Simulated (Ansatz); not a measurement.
## A series in volume per atom on Ir

All results are calculated (Ansatz 0.2.0). Periodic Kohn-Sham DFT of a crystal at fixed atoms; pressure and stress are positive in compression; the energy is the free energy less that of spherical unpolarised free atoms; site moments are those in the method's own spheres, positive along +z.

Cell of the first row (space group Im-3m, No. 229):
```
CELL_PARAMETERS angstrom
-1.52400 1.52400 1.52400
1.52400 -1.52400 1.52400
1.52400 1.52400 -1.52400
ATOMIC_POSITIONS crystal
Ir 0.00000 0.00000 0.00000
```

Settings of every row: method all-electron LAPW; functional PBE; relativity scalar; k mesh 19x19x19; filling fermi-dirac; smearing width 0.08 eV; basis error target 1 meV/atom; nucleus gaussian.

Atom start moment: 0 on all atoms.

Limits: no spin-orbit coupling on heavy atoms; the cell comes from a prototype or a list of computed structures and needn't be the stable phase.

```
row  volume per atom (Å³)  energy less free atoms (eV/atom)  pressure (GPa)
  1                 14.16                           -8.5649          21.828
  2                14.604                           -8.6085            9.99
  3                15.055                                 ?               ?
  4                15.507                           -8.6097          -8.451
  5                15.959                           -8.5757         -15.416
```

Question: what energy less free atoms and pressure should row 3 give?

Worked fit of energy less free atoms. Take u = (V_r/V)^(2/3) − 1 with V_r = 15.055 Å³ an atom, which is twice the finite (Eulerian) strain; such expansions in the strain, on which the Birch-Murnaghan equation of state is built, carry the rest volume and the bulk modulus. The shown rows have u = 0.04171, 0.02048, -0.01953, -0.03813. Least squares give energy less free atoms = −8.62211 + 0.0151 × u + 32.438 × u² eV/atom; a straight line predicts inner rows, each left out in turn, worse (root mean square 0.03 against 0.0008 eV/atom). The rows lie off it by 0.0001, -0.0003, 0.0003, -0.0002. Its lowest point lies at u = -0.0002, or V = 15.06 Å³ an atom, and the curvature there gives the bulk modulus at fixed shape and fractions, B = (4/9)(1 + u)² E″(u)/V = 307 GPa. The withheld row has u = 0, so the fit gives −8.62211 + 0.0151 × (0) + 32.438 × (0)² = -8.6221 eV/atom.

The calculation gave -8.6221 eV/atom. The fit meets it to the printed digit.

Worked fit of pressure. Take u = (V_r/V)^(2/3) − 1 with V_r = 15.055 Å³ an atom, which is twice the finite (Eulerian) strain; such expansions in the strain, on which the Birch-Murnaghan equation of state is built, carry the rest volume and the bulk modulus. The shown rows have u = 0.04171, 0.02048, -0.01953, -0.03813. Least squares give pressure = −0.0639 + 460.688 × u + 1532.01 × u² GPa; a straight line predicts inner rows, each left out in turn, worse (root mean square 1.4 against 0.062 GPa). The rows lie off it by 0.011, -0.024, 0.026, -0.013 (root mean square 0.02 GPa). The pressure vanishes at u = 0.0001, or V = 15.05 Å³ an atom, and there the bulk modulus at fixed shape and fractions is B = −V dP/dV = (2/3)(1 + u) dP/du = 307 GPa. The withheld row has u = 0, so the fit gives −0.0639 + 460.688 × (0) + 1532.01 × (0)² = -0.064 GPa.

The calculation gave -0.07 GPa. The fit lies 0.006 GPa (8.6 % of the value, 0.016 % of the column's range) above it; its largest miss of a shown row is 0.026 GPa.
